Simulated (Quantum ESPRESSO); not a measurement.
AlN:

```
Al N
1.0
     0.00000    2.18399    2.18399
     2.18399    0.00000    2.18399
     2.18399    2.18399    0.00000
Al N
1 1
Cartesian
  0.0000 0.0000 0.0000
  1.0920 1.0920 1.0920
```

Measurements of this composition are mostly on another form, of space group No. 186.

Base run:

```yaml
Program: Quantum ESPRESSO 7.5
Functional: PBE
Potentials_or_basis: GBRV 1.5 PBE
Cutoff: 612 eV
Density_cutoff: 4898 eV
k_mesh: 8 × 8 × 8, shifted
Occupations: fermi-dirac, width 0.05 eV
Spin: no spin polarisation
```

Its results: pressure 5.4 GPa; electronic dielectric tensor (diagonal) 4.58.

The run is repeated on the same cell with these changes: functional from PBE to WC. What comes out?

Pressure 2.3 GPa; electronic dielectric tensor (diagonal) 4.64.

WC binds more tightly than PBE, so the same cell stands under less pressure.

Caveats: the cell is more than 3 GPa from zero pressure, which shifts response properties (some runs); the potentials were made for another functional, which shifts forces and pressure (some runs).

Not every run made on this cell is shown here.
